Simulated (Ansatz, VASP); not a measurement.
SrO in VASP and in Ansatz

The input INCAR:

```
SYSTEM = SrO
PREC = Accurate
ENCUT = 520
EDIFF = 1E-6
ISMEAR = -1
SIGMA = 0.02
LREAL = .False.
LASPH = .True.
NELM = 80
ALGO = Normal
ISIF = 2
LWAVE = .False.
LCHARG = .False.
GGA = PE
NBANDS = 15
```

File KPOINTS:

```
regular mesh
0
Gamma
  8 8 8
  0 0 0
```

The input POSCAR:

```
SrO
1.0
    0.0000000000      2.6881284537      2.9486316035
    2.6881284537      0.0000000000      2.9486316035
    2.6881284537      2.6881284537      0.0000000000
Sr O
1 1
Direct
    0.0000000000      0.0000000000      0.0000000000
    0.2500000000      0.2500000000      0.2500000000
```

Input for Ansatz:

```yaml
crystal:
  lattice:
    - [0.0, 2.6881284537, 2.9486316035]
    - [2.6881284537, 0.0, 2.9486316035]
    - [2.6881284537, 2.6881284537, 0.0]
  atoms:
    - { symbol: Sr, position: [0.0, 0.0, 0.0] }
    - { symbol: O, position: [0.25, 0.25, 0.25] }
kpoints:
  mp_grid: { grid: [8, 8, 8] }
  band_path:
    path:
      - [0.0, 0.0, 0.0]
      - [-0.5, -0.5, 0.0]
      - [-0.375, -0.375, 0.25]
      - [-0.375, 0.0, 0.375]
      - [0.0, 0.0, 0.5]
      - [-0.5, -0.25, 0.25]
    npoints: 1
hamiltonian:
  xc: pbe
scf:
  occupations: { method: fermi_dirac, width: 0.02 }
  n_extra_bands: 4
output:
  forces: true
  stress: true
  eigenvalues: true
```

Change from the starting cell: epitaxial_xy strain -3.7%.

Alike in both runs: task single point; functional PBE; k mesh 8 × 8 × 8; occupations fermi-dirac, width 0.02 eV; no spin polarisation.

```csv
,VASP,Ansatz
version,VASP 6.6.1,Ansatz 0.2.0
potentials or method,"VASP PAW PBE potentials, release 64 (Sr_sv, O)","plane waves, PAW"
plane-wave cutoff (eV),520,420
valence electrons in the cell,16,16
```

```csv
,VASP,Ansatz,Ansatz less VASP
gap on the k mesh at the Fermi level (eV),2.53,2.53,-0.003
pressure (GPa),2.6,2.1,-0.51
largest component of the traceless stress (GPa),1.11,1.16,+0.049
```

A k mesh can miss the band edges.
